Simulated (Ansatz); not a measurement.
## Zone-centre phonons of TaN at 25 GPa: input and output

The calculation used DFT PBE, scalar-relativistic, plane waves, PAW in Ansatz 0.2.0.

Launched with:
```bash
ansatz run input.yaml --threads 1 --pin off --max-ram 3072MiB --backend cpu --events-out ev --progress --plain --runs-dir out
```

Input (bare energies are in eV):
```yaml
crystal:
  lattice:
    - [2.8837629811, 0.0, 0.0]
    - [-1.4418814905, 2.4974120001, 0.0]
    - [0.0, 0.0, 2.843053747]
  atoms:
    - { symbol: Ta, position: [0.3333333333, 0.6666666667, 0.5] }
    - { symbol: "N", position: [0.0, 0.0, 0.0] }
basis:
  ecutwfc: 420
kpoints:
  mp_grid: { grid: [18, 18, 14] }
hamiltonian:
  xc: pbe
scf:
  occupations: { method: fermi_dirac, width: 0.15 }
output:
  eigenvalues: true
phonons:
  method: dfpt
  eigenvectors: true
```

The end of the output:
```
--- Phonons (Γ-DFPT): 4 representative perturbations + reference, on 728 of 4536 k-points (Σ response iterations 12) ---
  k mesh reduced under 4 symmetry operations, with k and −k counted as one. Each operation leaves every solved displacement unchanged or reverses it
  ASR residual: 1.025e-4 → 0.000e0 eV/Å²; symmetrization residual: 1.291e-6 eV/Å²
  ASR residual per site (eV/Å²): 1.03e-4 4.32e-5
  Γ frequencies (cm⁻¹): 0.00 0.00 0.00 568.20 568.20 610.20
  non-analytic LO–TO correction: not included (Born effective charges unavailable; polar crystals: no LO–TO splitting at Γ)
```

The run took 29 s on 1 thread of AMD EPYC 9R45 96-Core Processor (Zen 5) (shared host), peak memory 0.91 GiB.

In a metal, frequencies and elastic constants depend on the k mesh and the smearing, soft modes and shear constants most. Spin–orbit coupling is left out, which matters for heavy elements. Other phases may be more stable at this pressure. A semilocal functional can close a gap that the real compound has.

This form isn't the usual stable structure of the compound at low pressure.